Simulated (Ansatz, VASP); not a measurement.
One calculation of ZrB2, two programs

```
CELL_PARAMETERS angstrom
3.21488 0.00000 0.00000
-1.60744 2.78417 0.00000
0.00000 0.00000 3.57986
ATOMIC_POSITIONS crystal
Zr 0.00000 0.00000 0.00000
B 0.33333 0.66667 0.50000
B 0.66667 0.33333 0.50000
```

Alike in both runs: task relaxation of shape and atoms at fixed volume; functional PBEsol; k mesh 18 × 18 × 12; occupations gaussian, width 0.1 eV; no spin polarisation.

|  | VASP | Ansatz |
| --- | --- | --- |
| version | VASP 6.6.1 | Ansatz 0.2.0 |
| potentials or method | VASP PAW PBE potentials, release 64 (Zr_sv, B) | scalar-relativistic, plane waves, PAW |
| plane-wave cutoff (eV) | 600 | 420 |
| valence electrons in the cell | 18 | 18 |

|  | VASP | Ansatz | Ansatz less VASP |
| --- | --- | --- | --- |
| gap on the k mesh at the Fermi level, each at its own relaxed structure (eV) | none | none | - |
| relaxed volume (Å³/atom) | 10.68 | 10.68 | 0.000 |
| relaxed cell length with the largest relative difference (Å) | 3.585 | 3.585 | +0.0001 |

A gap of «none» marks a metal or a gap that the smearing closes.

Caveats: the PAW data sets were made with another functional, which shifts forces and pressure a little (VASP).
